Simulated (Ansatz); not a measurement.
# ScAl$_{3}$ (Pm-3m), random displacements

Theory: DFT PBE, scalar-relativistic, plane waves, PAW (Ansatz). Settings: plane waves to 420 eV, k-mesh 12×12×12 (Γ-centred), Gaussian smearing 0.15 eV. No spin polarisation. Energies are free energies at this smearing, counted from the undisturbed cell; pressure is positive in compression.

The undisturbed cell (relaxed at this level; it needn't be the usual structure):

```
Sc Al
1.0
     4.10533    0.00000    0.00000
     0.00000    4.10533    0.00000
     0.00000    0.00000    4.10533
Sc Al
1 3
Direct
  0.00000 0.00000 0.00000
  0.50000 0.00000 0.50000
  0.00000 0.50000 0.50000
  0.50000 0.50000 0.00000
```

The atoms are displaced (Å, in the unstrained cell):

| atom | ux | uy | uz |
| --- | --- | --- | --- |
| Sc1 | -0.001 | -0.023 | 0.018 |
| Al2 | 0.008 | -0.014 | 0.002 |
| Al3 | -0.023 | 0.032 | 0.035 |
| Al4 | 0.017 | 0.005 | -0.054 |

Strain (Voigt, engineering shear): (0.0023, 0.0028, -0.0047, 0.0089, -0.0024, -0.0269).

(1) What are the energy change, the stress and the forces?

## Answers

(1) ΔE = 10.0 meV/atom; stress (xx, yy, zz, yz, xz, xy; compression positive) (0.05, -0.06, 0.89, -0.66, 0.05, 1.80) GPa.
```csv
atom,Fx (eV/Å),Fy,Fz
Sc1,0.11,0.37,-0.07
Al2,-0.07,0.10,-0.03
Al3,0.13,-0.31,-0.23
Al4,-0.16,-0.16,0.33
```

Cost: 1 run of about 0.4 core-minutes, on AMD EPYC 9R45 (Zen 5) (shared hosts).